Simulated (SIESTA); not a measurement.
Write an ASE script for SIESTA 5.4.2 that does the following.

| Item | Value |
| --- | --- |
| Task | equation of state |
| Functional | vdW-DF-cx |
| Potentials or basis | PseudoDojo 0.4 standard (PBE files) |
| Basis | DZP (energy shift 0.002 Ry) |
| Grid cutoff | 800 Ry |
| Energy shift | 0.002 Ry |
| k mesh | 9 × 9 × 9 |
| Occupations | fermi-dirac, width 0.05 eV |
| Spin | no spin polarisation |

ZnS:

```
CELL_PARAMETERS angstrom
0.00000 2.70200 2.70200
2.70200 0.00000 2.70200
2.70200 2.70200 0.00000
ATOMIC_POSITIONS crystal
Zn 0.75000 0.75000 0.75000
S 0.00000 0.00000 0.00000
```

These files were run (other wordings do the same):

run.py

```python
from ase import Atoms
from ase.calculators.siesta import Siesta
from ase.units import Ry, GPa
from ase.eos import EquationOfState

atoms = Atoms(
    ['Zn', 'S'],
    cell=[
        [0.0, 2.702, 2.702],
        [2.702, 0.0, 2.702],
        [2.702, 2.702, 0.0],
    ],
    scaled_positions=[
        [0.75, 0.75, 0.75],
        [0.0, 0.0, 0.0],
    ],
    pbc=True,
)

fdf = {
    'SCFMustConverge': False,
    'OccupationFunction': 'FD',
    'ElectronicTemperature': '0.05 eV',
    'MaxSCFIterations': '120',
    'SCF.Mixer.Method': 'Pulay',
    'SCF.Mixer.Weight': '0.25',
    'SCF.Mixer.History': '8',
    'SCF.DM.Tolerance': '5.0e-05',
    'SCF.H.Tolerance': '1.0e-03 eV',
    'WriteForces': 'true',
    'Charge.Mulliken': 'end',
}
calc = Siesta(
    label="ZnS",
    command="siesta < PREFIX.fdf > PREFIX.out",
    pseudo_path="pseudos",
    pseudo_qualifier="",
    xc=('VDW', 'BH'),
    basis_set="DZP",
    mesh_cutoff=800 * Ry,
    energy_shift=0.002 * Ry,
    kpts=[9, 9, 9],
    spin="non-polarized",
    fdf_arguments=fdf,
)
atoms.calc = calc

cell0 = atoms.cell.copy()
volumes, energies = [], []
for x in [0.94, 0.96, 0.98, 1.0, 1.02, 1.04, 1.06]:
    atoms.set_cell(cell0 * x ** (1 / 3), scale_atoms=True)
    volumes.append(atoms.get_volume() / len(atoms))
    energies.append(atoms.get_potential_energy(force_consistent=True) / len(atoms))
    print(f"V = {volumes[-1]:.5f} A^3/atom   F = {energies[-1]:.6f} eV/atom", flush=True)
v0, e0, b0 = EquationOfState(volumes, energies, eos="birchmurnaghan").fit()
print(f"v0 = {v0:.4f} A^3/atom, e0 = {e0:.5f} eV/atom, B0 = {b0 / GPa:.1f} GPa")
```

Potentials or basis: PseudoDojo 0.4 standard (PBE files), DZP (energy shift 0.002 Ry).

Run with:

```bash
$ python run.py
```

It gave:

```yaml
Equilibrium_volume: 20.08 Å³/atom
Bulk_modulus: 69 GPa
Pressure_derivative_of_the_bulk_modulus: "5.3 (rough: it moves with the points fitted)"
```

Caveat: semicore shells carry a single zeta, which can move pressures by several GPa and volumes by a few percent; the potentials were made for another functional, which shifts forces and pressure; the basis of atomic orbitals isn't converged, which shifts pressures, moduli and gaps.

Run time: 3.1 min on 1 thread of Arm Neoverse V2, on a shared host, peak memory 0.34 GiB.
